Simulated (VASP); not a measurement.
# InP (F-43m) in VASP: a series of runs

One crystal, InP, is run at these levels: LDA; tasks: single point.

Everything below comes from runs of VASP 6.6.1. Logs are shortened: lines on timing, memory, paths and dates and some standing lists are left out, and cuts for length are marked.

### 1 The undisturbed crystal

The structure is cubic, space group F-43m (No. 216). Conventional cell: a = 5.861 Å, b = 5.861 Å, c = 5.861 Å, α = 90.00°, β = 90.00°, γ = 90.00°. In (site symmetry -43m) has 4 P at 2.54 Å as nearest neighbours. P (site symmetry -43m) is surrounded by 4 In at 2.54 Å.

### 2 Single point, LDA (grid = ENCUT=520 dk=0.45 cell=2x2x2 ISMEAR=0 SIGMA=0.05 LREAL=Auto EDIFF=1e-06)

INCAR reads:

```
ALGO     = Fast           # electronic algorithm
EDIFF    = 1E-6           # SCF threshold, eV
ENCUT    = 520            # plane-wave cutoff, eV
ISIF     = 2              # what is computed and relaxed
ISMEAR   = 0              # smearing method
LASPH    = T              # aspherical terms in the spheres
LCHARG   = F              # write CHGCAR
LREAL    = Auto         
LWAVE    = F              # write WAVECAR
NBANDS   = 80             # bands
NELM     = 120            # most SCF steps
PREC     = Accurate       # precision mode
SIGMA    = 0.05           # smearing width, eV
```

KPOINTS reads:

```
k-points
0
Gamma
  3 3 3
```

POSCAR reads:

```
InP
1.0
    0.0000000000      5.8610000000      5.8610000000
    5.8610000000      0.0000000000      5.8610000000
    5.8610000000      5.8610000000      0.0000000000
P In
8 8
Direct
    0.0000000000      0.0000000000      0.0000000000
    0.3750000000      0.3750000000      0.3750000000
    0.3750000000      0.3750000000      0.8750000000
    0.3750000000      0.8750000000      0.3750000000
    0.8750000000      0.3750000000      0.3750000000
    0.8750000000      0.3750000000      0.8750000000
    0.8750000000      0.8750000000      0.3750000000
    0.8750000000      0.8750000000      0.8750000000
    0.0000000000      0.0000000000      0.5000000000
    0.0000000000      0.5000000000      0.0000000000
    0.0000000000      0.5000000000      0.5000000000
    0.5000000000      0.0000000000      0.0000000000
    0.5000000000      0.0000000000      0.5000000000
    0.5000000000      0.5000000000      0.0000000000
    0.5000000000      0.5000000000      0.5000000000
    0.3750000000      0.8750000000      0.8750000000
```

Potentials or basis: VASP PAW LDA potentials, release 64 (P, In_d).

Command:

```sh
cat potpaw_LDA.64/P/POTCAR potpaw_LDA.64/In_d/POTCAR > POTCAR
mpirun -np 1 vasp_std > vasp.out
```

OUTCAR:

```text
EDIFF = 1E-6
   ENCUT = 520
   ISIF = 2
   ISMEAR = 0
   LASPH = T
   LREAL = Auto
   NELM = 120
   PREC = Accurate

 Found      6 irreducible k-points:

 Following reciprocal coordinates:
            Coordinates               Weight
  0.000000  0.000000  0.000000      1.000000
  0.333333  0.000000  0.000000      2.000000
  0.000000  0.333333  0.000000      6.000000
  0.333333  0.333333  0.000000      6.000000
 -0.333333  0.333333  0.000000      6.000000
  0.000000 -0.333333  0.333333      6.000000
   k-points           NKPTS =      6   k-points in BZ     NKDIM =      6   number of bands    NBANDS=     80
   number of dos      NEDOS =    301   number of ions     NIONS =     16
   total plane-waves  NPLWV = 262144
   dimension x,y,z NGX =    64 NGY =   64 NGZ =   64
   dimension x,y,z NGXF=   128 NGYF=  128 NGZF=  128
   ions per type =               8   8
   NGX,Y,Z   is equivalent  to a cutoff of  12.84, 12.84, 12.84 a.u.
   NGXF,Y,Z  is equivalent  to a cutoff of  25.67, 25.67, 25.67 a.u.
 SYSTEM =  unknown system
   PREC   = accura    normal or accurate (medium, high low for compatibility)
   ISTART =      0    job   : 0-new  1-cont  2-samecut
   ICHARG =      2    charge: 1-file 2-atom 10-const
   ISPIN  =      1    spin polarized calculation?
   LNONCOLLINEAR =      F non collinear calculations
   LSORBIT =      F    spin-orbit coupling
   LASPH  =      T    aspherical Exc in radial PAW
   ENCUT  =  520.0 eV  38.22 Ry    6.18 a.u.  15.41 15.41 15.41*2*pi/ulx,y,z
   NELM   =    120;   NELMIN=  2; NELMDL= -5     # of ELM steps
   EDIFF  = 0.1E-05   stopping-criterion for ELM
   LREAL  =      T    real-space projection
   EDIFFG = 0.1E-04   stopping-criterion for IOM
   NSW    =      0    number of steps for IOM
   IBRION =     -1    ionic relax: 0-MD 1-quasi-New 2-CG
   NFREE  =      0    steps in history (QN), initial steepest desc. (CG)
   ISIF   =      2    stress and relaxation
   ISYM   =      2    0-nonsym 1-usesym 2-fastsym
   POTIM  = 0.5000    time-step for ionic-motion
   TEBEG  =    0.0;   TEEND  =   0.0 temperature during run
   PSTRESS=    0.0 pullay stress
   NELECT =     144.0000    total number of electrons
   NUPDOWN=      -1.0000    fix difference up-down
   EMIN   =  10.00;   EMAX   =-10.00  energy-range for DOS
   EFERMI =   0.00;   METHOD = LEGACY
   ISMEAR =     0;   SIGMA  =   0.05  broadening in eV -4-tet -1-fermi 0-gaus
   EFERMI_NEDOS =   21; number of points for ismear=-14 and -15
   IALGO  =     68    algorithm
   IMIX   =      4    mixing-type and parameters
     AMIX     =   0.40;   BMIX     =  1.00
     AMIX_MAG =   1.60;   BMIX_MAG =  1.00
  volume/ion in A,a.u.               =      25.17       169.83
  Fermi-wavevector in a.u.,A,eV,Ry     =   1.162021  2.195901 18.371846  1.350293
  Thomas-Fermi vector in A             =   2.298587
   LORBIT       =      0    0 simple, 1 ext, 2 COOP (PROOUT), +10 PAW based schemes
   GGA     = CA    functional components
   LHFCALC =     F    Hartree Fock is set to
   AEXX    =    0.0000 exact exchange contribution
   IVDW    =     0    specifies the selected vdW correction
   LEPSILON=     F    determine dielectric tensor
   LRPA    =     F    only Hartree local field effects (RPA)
 non-spin polarized calculation
 RMM-DIIS sequential band-by-band and
 Gauss-broadening in eV      SIGMA  =   0.05
  energy-cutoff  :      520.00
  volume of cell :      402.67
 maximum number of plane-waves:     10969
 NGX is ok and might be reduce to    64
   NGX = 31   NGY = 31   NGZ = 31

 number of electron     144.0000038 magnetization

 Free energy of the ion-electron system (eV)
  ---------------------------------------------------
  ext. energy  EPLUGINS =         0.00000000
  ---------------------------------------------------
  free energy    TOTEN  =       -73.85387930 eV

  energy without entropy =      -73.84598622  energy(sigma->0) =      -73.84993276

 E-fermi :   5.5276     XC(G=0):  -9.6251

 val. band max:        5.5258260376   @ k =   0.3333   0.0000   0.0000
 cond. band min:       5.5637352727   @ k =   0.3333   0.3333   0.0000
 fundamental gap:      0.0379092351
 Fermi energy:         5.5275973727

 k-point     1 :       0.0000    0.0000    0.0000
  band No.  band energies     occupation
      1      -9.6172      2.00000
      2      -9.6172      2.00000
      3      -9.4314      2.00000
      4      -9.3932      2.00000
      5      -9.3932      2.00000
      6      -9.3894      2.00000
[... 72 lines left out ...]
     79       6.5608      0.00000
     80       6.9148      0.00000

 k-point     2 :       0.3333    0.0000    0.0000
  band No.  band energies     occupation
      1      -9.6169      2.00000
      2      -9.6169      2.00000
      3      -9.4182      2.00000
      4      -9.3961      2.00000
      5      -9.3791      2.00000
      6      -9.3791      2.00000
[... 72 lines left out ...]
     79       7.6267      0.00000
     80       8.1872      0.00000

 k-point     3 :       0.0000    0.3333    0.0000
  band No.  band energies     occupation
      1      -9.6242      2.00000
      2      -9.6162      2.00000
      3      -9.4109      2.00000
      4      -9.3926      2.00000
      5      -9.3833      2.00000
      6      -9.3733      2.00000
[... 72 lines left out ...]
     79       7.3394      0.00000
     80       7.4886      0.00000

 k-point     4 :       0.3333    0.3333    0.0000
  band No.  band energies     occupation
      1      -9.6238      2.00000
      2      -9.6164      2.00000
      3      -9.4102      2.00000
      4      -9.3869      2.00000
      5      -9.3789      2.00000
      6      -9.3731      2.00000
[... 72 lines left out ...]
     79       7.6838      0.00000
     80       7.7987      0.00000

 k-point     5 :      -0.3333    0.3333    0.0000
  band No.  band energies     occupation
      1      -9.6238      2.00000
      2      -9.6162      2.00000
      3      -9.4014      2.00000
      4      -9.3939      2.00000
      5      -9.3753      2.00000
      6      -9.3650      2.00000
[... 72 lines left out ...]
     79       8.4397      0.00000
     80       8.5233      0.00000

 k-point     6 :       0.0000   -0.3333    0.3333
  band No.  band energies     occupation
      1      -9.6259      2.00000
      2      -9.6173      2.00000
      3      -9.3945      2.00000
      4      -9.3898      2.00000
      5      -9.3835      2.00000
      6      -9.3618      2.00000
[... 72 lines left out ...]
     79       8.4083      0.00000
     80       8.5569      0.00000

------------------------ aborting loop because EDIFF is reached ----------------------------------------

  FORCE on cell =-STRESS in cart. coord.  units (eV):
  Direction    XX          YY          ZZ          XY          YZ          ZX
  --------------------------------------------------------------------------------------
  -------------------------------------------------------------------------------------
  Total        0.0266256      0.0266256      0.0266256      0.7956484     -0.7956484      0.7956484
  in kB        0.1059410      0.1059410      0.1059410      3.1658230     -3.1658230      3.1658230
  external PRESSURE =       0.1059410 kB  Pullay stress =       0.0000000 kB

 VOLUME and BASIS-vectors are now :
 -----------------------------------------------------------------------------
  energy-cutoff  :      520.00
  volume of cell :      402.67
      direct lattice vectors                 reciprocal lattice vectors
     0.000000000  5.861000000  5.861000000    -0.085309674  0.085309674  0.085309674
     5.861000000  0.000000000  5.861000000     0.085309674 -0.085309674  0.085309674
     5.861000000  5.861000000  0.000000000     0.085309674  0.085309674 -0.085309674

 POSITION                                       TOTAL-FORCE (eV/Angst)
 -----------------------------------------------------------------------------------
      0.00000      0.00000      0.00000         0.385252     -0.385252     -0.385252
      4.39575      4.39575      4.39575        -0.110990      0.012997      0.012997
      7.32625      7.32625      4.39575        -0.012997      0.110990      0.012997
      7.32625      4.39575      7.32625        -0.012997      0.012997      0.110990
      4.39575      7.32625      7.32625         0.027430     -0.027430     -0.027430
      7.32625     10.25675      7.32625        -0.567673      0.567673     -0.868187
[... 8 lines left out ...]
      5.86100      5.86100      5.86100         0.060882     -0.060882     -0.060882
     10.25675      7.32625      7.32625         0.896419     -0.896419     -0.896419
 -----------------------------------------------------------------------------------
    total drift:                               -0.000237      0.000238      0.000237

  FREE ENERGIE OF THE ION-ELECTRON SYSTEM (eV)
  ---------------------------------------------------
  free  energy   TOTEN  =       -73.8538793008 eV

  energy  without entropy=      -73.8459862196  energy(sigma->0) =      -73.84993276
```

OSZICAR:

```text
N       E                     dE             d eps       ncg     rms          rms(c)
DAV:   1     0.163504985170E+04    0.16350E+04   -0.63103E+04   960   0.209E+03
DAV:   2     0.216215290621E+03   -0.14188E+04   -0.13977E+04   960   0.584E+02
DAV:   3    -0.531571944950E+02   -0.26937E+03   -0.25867E+03  1080   0.249E+02
DAV:   4    -0.758551465652E+02   -0.22698E+02   -0.22326E+02  1176   0.695E+01
[... 16 lines left out ...]
RMM:  21    -0.738538860018E+02    0.43106E-04   -0.11637E-04  1698   0.386E-02    0.285E-01
RMM:  22    -0.738538827463E+02    0.32556E-05   -0.17176E-05   962   0.121E-02    0.211E-01
RMM:  23    -0.738538812919E+02    0.14543E-05   -0.27600E-06   715   0.604E-03    0.155E-01
RMM:  24    -0.738538798385E+02    0.14534E-05   -0.38441E-06   763   0.888E-03    0.641E-02
RMM:  25    -0.738538793008E+02    0.53772E-06   -0.18344E-06   652   0.557E-03
   1 F= -.73853879E+02 E0= -.73849933E+02  d E =-.789308E-02
```

It took 6.2 min on 1 thread of Intel Xeon 6975P-C (Granite Rapids), shared host; peak memory 0.47 GiB.

The run converged, but some of its settings lie outside the range that counts as converged, so its numbers aren't taken as properties of the crystal.

What came out:

* Free energy: -73.8539 eV
* Pressure: 0.0 GPa
* Largest force: 1.553 eV/Å
* Band gap on the k mesh: none (metal or under the smearing width)

### 3 Single point, LDA (grid = ENCUT=400 dk=0.35 cell=2x2x2 ISMEAR=0 SIGMA=0.05 LREAL=Auto EDIFF=1e-06)

INCAR: that of step 2 with these lines changed.

```diff
@@ -2,3 +2,3 @@
 EDIFF    = 1E-6           # SCF threshold, eV
-ENCUT    = 520            # plane-wave cutoff, eV
+ENCUT    = 400            # plane-wave cutoff, eV
 ISIF     = 2              # what is computed and relaxed
```

KPOINTS is that of step 2.

POSCAR is that of step 2.

Potentials or basis: VASP PAW LDA potentials, release 64 (P, In_d).

Command:

```sh
cat potpaw_LDA.64/P/POTCAR potpaw_LDA.64/In_d/POTCAR > POTCAR
mpirun -np 1 vasp_std > vasp.out
```

Run time: 2.4 min. Hardware: 1 thread of Intel Xeon 6975P-C (Granite Rapids), shared host; peak memory 0.33 GiB.

The run converged, but some of its settings lie outside the range that counts as converged, so its numbers aren't taken as properties of the crystal.

What came out:

```yaml
Free_energy: -73.8408 eV
Pressure: 0.0 GPa
Largest_force: 1.552 eV/Å
Band_gap_on_the_k_mesh: none (metal or under the smearing width)
```

### 4 The reference run

An earlier run on the cell as given: functional PBEsol; potentials or basis VASP PAW PBE potentials, release 64 (In_d, P); cutoff 520 eV; k mesh 8 × 8 × 8; occupations fermi-dirac, width 0.05 eV; no spin polarisation.

* Pressure: 0.6 GPa
* Band gap on the k mesh: 0.61 eV, direct
